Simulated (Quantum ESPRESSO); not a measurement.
The system is ZnS (Wurtzite-4H).

```
CELL_PARAMETERS angstrom
3.82270 0.00000 0.00000
-1.91135 3.31056 0.00000
0.00000 0.00000 12.52000
ATOMIC_POSITIONS crystal
Zn 0.66667 0.33333 0.75000
Zn 0.33333 0.66667 0.25000
Zn 0.00000 0.00000 0.50000
Zn 0.00000 0.00000 0.00000
S 0.66667 0.33333 0.93750
S 0.33333 0.66667 0.43750
S 0.00000 0.00000 0.68750
S 0.00000 0.00000 0.18750
```

| Quantity | Value |
| --- | --- |
| Program | Quantum ESPRESSO 7.5 |
| Task | single point |
| Functional | PBE |
| Potentials or basis | SSSP 1.3 efficiency PBE |
| Cutoff | 748 eV |
| Density cutoff | 5987 eV |
| k mesh | 8 × 8 × 3 |
| Occupations | fermi-dirac, width 0.05 eV |
| Spin | no spin polarisation |

On this cell: pressure 1.3 GPa; largest force 0.043 eV/Å; band gap on the k mesh 2.12 eV, direct.

The same run follows on a disturbed copy (atoms moved at random, drawn with an rms of 0.05 Å):

```xyz
8
Lattice="3.8227 0.0000 0.0000 -1.9114 3.3106 0.0000 0.0000 0.0000 12.5200" Properties=species:S:1:pos:R:3 pbc="T T T"
Zn    1.8645    1.1091    9.3885
Zn   -0.0711    2.1574    3.1048
Zn   -0.0129   -0.0013    6.3002
Zn    0.0343   -0.0024   -0.0430
S     1.9447    1.0967   11.7622
S     0.0414    2.2136    5.4234
S     0.0618   -0.0243    8.6244
S    -0.0360    0.0137    2.3859
```

What changes?

The energy moves by +15.5 meV/atom; pressure 1.6 GPa; largest force 0.841 eV/Å; band gap on the k mesh 2.00 eV, direct.

Forces in eV/Å, atoms in the order of the input:
```
Zn   0.596 -0.074  0.224
Zn   0.193  0.437  0.064
Zn   0.276  0.062 -0.476
Zn  -0.020 -0.022  0.581
S   -0.032  0.040 -0.302
S   -0.286 -0.080  0.681
S   -0.619  0.089 -0.071
S   -0.107 -0.452 -0.701
```

Stress tensor (GPa, compression positive):
```
1.51 0.59 0.64
0.59 2.26 0.26
0.64 0.26 1.05
```

Caveats: an odd mesh through Γ misses points on the zone boundary, where band edges often lie.
